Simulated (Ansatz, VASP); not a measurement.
Two plane-wave programs on Si3Mo

```
Si Mo
1.0
     4.20665    0.00000    0.00000
     0.00000    4.20665    0.00000
     0.00000    0.00000    3.16054
Si Mo
3 1
Direct
  0.50000 0.50000 0.00000
  0.50000 0.00000 0.50000
  0.00000 0.50000 0.50000
  0.00000 0.00000 0.00000
```

Change from the starting cell: species swapped into the Fe3Co type (P4/mmm, No. 123).

Alike in both runs: task single point; functional PBE; k mesh 4 × 4 × 6; occupations gaussian, width 0.1 eV; collinear spin.

```csv
,VASP,Ansatz
version,VASP 6.6.1,Ansatz 0.2.0
potentials or method,"VASP PAW PBE potentials, release 64 (Si, Mo_sv)","scalar-relativistic, plane waves, PAW"
plane-wave cutoff (eV),520,420
valence electrons in the cell,26,26
```

Ansatz gave:

* gap on the k mesh at the Fermi level (eV): none
* pressure (GPa): 0.0
* net moment per atom (μB): 0.00

Task: What did VASP give for the same quantities?

Result: gap on the k mesh at the Fermi level (eV): none; pressure (GPa): 0.1; net moment per atom (μB): 0.00.

A gap of «none» marks a metal or a gap that the smearing closes. The functional is the same, so the differences come from potentials, cutoffs and numerics. Ansatz warned: «seeded_moment_not_kept».

Caveats: the k mesh is coarse (spacing up to 0.37 Å⁻¹), so the values aren't converged.
